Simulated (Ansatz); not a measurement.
CsCl:
```cif
data_ClCs
_chemical_formula_sum 'Cs1 Cl1'
_space_group_name_H-M_alt 'Pm-3m'
_space_group_IT_number 221
_space_group_name_Hall '-P 4 2 3'
_cell_length_a 4.06815
_cell_length_b 4.06815
_cell_length_c 4.06815
_cell_angle_alpha 90.000
_cell_angle_beta 90.000
_cell_angle_gamma 90.000
loop_
_atom_site_label
_atom_site_type_symbol
_atom_site_symmetry_multiplicity
_atom_site_Wyckoff_symbol
_atom_site_fract_x
_atom_site_fract_y
_atom_site_fract_z
_atom_site_occupancy
Cs1 Cs 1 a 0.00000 0.00000 0.00000 1
Cl1 Cl 1 b 0.50000 0.50000 0.50000 1
```

Relaxed with PBEsol.

### Question
Give the optical modes at the zone centre with their infrared and Raman activity from DFPT, PBEsol in the plane-wave PAW code Ansatz.

### Answer
Transverse frequencies, without the LO–TO term; a row sums one degenerate level.

| ω (cm⁻¹) | degeneracy | IR ((D/Å)²/amu) | Raman (Å⁴/amu) | activity | symmetry |
|---|---|---|---|---|---|
| 93 | 3 | 4.45 | 0 | IR | T1u |

### Question
How high does the top mode go among those that the LO–TO term moves?

### Answer
156 cm⁻¹ for q along x.

The cell was relaxed with PBEsol under the symmetry of its start; phonons on a q-mesh show no instability. Scalar-relativistic: spin–orbit coupling is off unless named, which matters more the heavier the elements.

Potentials: the later of the program's two PAW sets.
